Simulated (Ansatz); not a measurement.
A run of Ansatz 0.2.0:

File input.yaml:

```yaml
crystal:
  lattice:
    - [0.0, 2.9785, 2.9785]
    - [2.9785, 0.0, 2.9785]
    - [2.9785, 2.9785, 0.0]
  atoms:
    - { symbol: Eu, position: [0.0, 0.0, 0.0], spin: 7.0 }
    - { symbol: S, position: [0.5, 0.5, 0.5] }
kpoints:
  mp_grid: { grid: [6, 6, 6] }
scf:
  occupations: { method: fermi_dirac, width: 0.05 }
hamiltonian:
  xc: pbe
  pseudopotentials: { kind: all_electron, lapw: { basis_error: 0.001 } }
magnetization:
  spin_polarized: true
output:
  forces: true
  stress: true
elastic:
  mode: relaxed_ion
  stencil: two_point
```

Potentials or basis: all-electron LAPW, scalar-relativistic.

The run is started by

```sh
$ ansatz run input.yaml --threads 2 --pin off --max-ram 6144MiB --backend cpu --events-out ev --progress --plain --runs-dir out
```

Hardware: 2 threads of Arm Neoverse V2, with other jobs on the host.

How long does it take, and how much memory?

It took 67 s on 2 threads of Arm Neoverse V2, with other jobs on the host, peak memory 0.53 GiB. Counts: scf iterations 47, plane waves 387, k points 16, bands 33.
